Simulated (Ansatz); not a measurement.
The cell of Al is invented: random cell by space group and Wyckoff sites (Pmmn, No. 59). Its size is a rough estimate.

```cif
data_structure
_symmetry_space_group_name_H-M 'P 1'
_symmetry_Int_Tables_number 1
_cell_length_a 3.3376
_cell_length_b 4.6496
_cell_length_c 2.4779
_cell_angle_alpha 90.000
_cell_angle_beta 90.000
_cell_angle_gamma 90.000
_cell_volume 38.45
loop_
_atom_site_label
_atom_site_type_symbol
_atom_site_fract_x
_atom_site_fract_y
_atom_site_fract_z
_atom_site_occupancy
Al1 Al 0.50000 0.00000 0.01924 1
Al2 Al 0.00000 0.50000 0.98076 1
```

Computed with Ansatz, DFT PBE, scalar-relativistic, plane waves, PAW. Cutoff 420 eV, Gaussian smearing, Γ-centred meshes. Cell and atoms relax first on a coarse mesh and then on a finer one. In between, the cell is made exact in the group found at 0.06 Å. In metals the finer mesh still leaves noise of several meV/atom or more. The steps can't lower the symmetry of their start. No spin polarisation.

A guess keeps its type if space group and coordination stay and the shape of the cell changes little (axis ratios within about 15 %, angles within 6°); the volume may change.

**Question.** Does it keep its structure type, or change into something else?

**Answer.** It doesn't keep its type. The symmetry goes from Pmmn (No. 59) to Fm-3m (No. 225), and the primitive cell from 2 to 1 atom. The end has the fcc type. The volume per atom shrinks by 14.2 %, from 19.2 to 16.5 Å³. The shortest distance goes from 2.48 Å (Al–Al) to 2.86 Å (Al–Al). Counting neighbours within 15 % of an atom's shortest distance, the start has Al 2 and the end Al 12. In detail, at the end around Al lie 12 Al at 2.86 Å.

```
CELL_PARAMETERS angstrom
0.00000 2.02021 2.02021
2.02021 0.00000 2.02021
2.02021 2.02021 0.00000
ATOMIC_POSITIONS crystal
Al 0.50000 0.50000 0.50000
```

The last run used a 28×28×28 mesh for its 1-atom cell and Gaussian smearing of 0.10 eV. A later test with randomly moved atoms came back to the same energy, though modes that don't fit the test's cell weren't probed.
